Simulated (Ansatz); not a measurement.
S in Ansatz: convergence with n extra bands

Crystal: S.

```xyz
6
Lattice="5.4090 3.1229 1.4267 -5.4090 3.1229 1.4267 0.0000 -6.2458 1.4267" Properties=species:S:1:pos:R:3 pbc="T T T"
S     4.1595   -1.7607    2.4018
S    -3.6046   -2.7219    2.4018
S    -0.5550    4.4826    2.4018
S    -4.1595    1.7607    1.8782
S     3.6046    2.7219    1.8782
S     0.5550   -4.4826    1.8782
```

This isn't the form of S at room conditions, which is orthorhombic, of S8 rings.

| Item | Value |
| --- | --- |
| Program | Ansatz 0.2.0 |
| Task | convergence study |
| Functional | r2SCAN |
| Potentials or basis | Ansatz PAW |
| Cutoff | 500 eV (not typed: the program's choice for these potentials) |
| k mesh | 6 × 6 × 6 |
| Occupations | fermi-dirac, width 0.1 eV |
| Spin | no spin polarisation |

These are the settings of the first run; the series varies n extra bands, with any setting tied to it.

Hardware: 2 threads of Arm Neoverse V1 (shared host).

| n extra bands | energy less the tightest run, at zero smearing (meV/atom) | SCF cycles | CPU time (s) | peak memory (GiB) |
| --- | --- | --- | --- | --- |
| 1 | 0.00 | 6 | 15 | 0.9 |
| 2 | 0.00 | 6 | 15 | 0.9 |
| 4 | 0.00 | 6 | 17 | 0.91 |
| 8 | 0.00 | 6 | 18 | 0.92 |
| 16 | 0.00 | 6 | 21 | 0.94 |
| 32 | 0.00 | 6 | 26 | 0.98 |

Against the tightest run, the energy stays within 1 meV/atom from 1 on. The tightest run that finished is the yardstick and may itself not be fully converged.
